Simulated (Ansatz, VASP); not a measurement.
# Ta: VASP beside Ansatz

The input INCAR:

```
  ALGO = Normal
  EDIFF = 1E-6
  ENCUT = 520
  GGA = RP
  ISIF = 2
  ISMEAR = -1
  LASPH = T
  LCHARG = T
  LELF = T
  LREAL = F
  LVHAR = T
  LWAVE = F
  NBANDS = 12
  NELM = 80
  PREC = Accurate
  SIGMA = 0.1
```

File KPOINTS:

```
k-points
0
Gamma
  22 22 22
```

The input POSCAR:

```
Ta
1.0
   -1.7137460378      1.7137460378      1.7137460378
    1.7137460378     -1.7137460378      1.7137460378
    1.7137460378      1.7137460378     -1.7137460378
Ta
1
Direct
    0.0000000000      0.0000000000      0.0000000000
```

Input for Ansatz:

```yaml
crystal:
  lattice:
    - [-1.7137460378, 1.7137460378, 1.7137460378]
    - [1.7137460378, -1.7137460378, 1.7137460378]
    - [1.7137460378, 1.7137460378, -1.7137460378]
  atoms:
    - { symbol: Ta, position: [0.0, 0.0, 0.0] }
hamiltonian:
  xc: rpbe
  pseudopotentials:
    kind: paw
    azcp:
      Ta: "pseudopotentials/Ta.paw.azcp"
basis:
  ecutwfc: 420
  fft_grid_basis: typed
kpoints:
  mp_grid: { grid: [22, 22, 22], shift: [0, 0, 0] }
magnetization:
  spin_polarized: false
scf:
  occupations: { method: fermi_dirac, width: 0.1 }
output:
  stress: true
```

Alike in both runs: task single point; functional RPBE; k mesh 22 × 22 × 22; occupations fermi-dirac, width 0.1 eV; no spin polarisation.

```csv
,VASP,Ansatz
version,VASP 6.6.1,Ansatz 0.2.0
potentials or method,"VASP PAW PBE potentials, release 64 (Ta_pv)","plane waves (420 eV) with PAW, scalar-relativistic"
plane-wave cutoff (eV),520,420
valence electrons in the cell,11,13
```

```tsv
	VASP	Ansatz	Ansatz less VASP
pressure (GPa)	-12.5	-12.5	+0.03
```

The functional is the same, so the differences come from potentials, cutoffs and numerics. The two sets of potentials don't hold the same shells in valence.

Caveats: the PAW data sets were made with another functional, which shifts forces and pressure a little (VASP). The runs have no spin-orbit coupling, so splittings on Ta are missing.
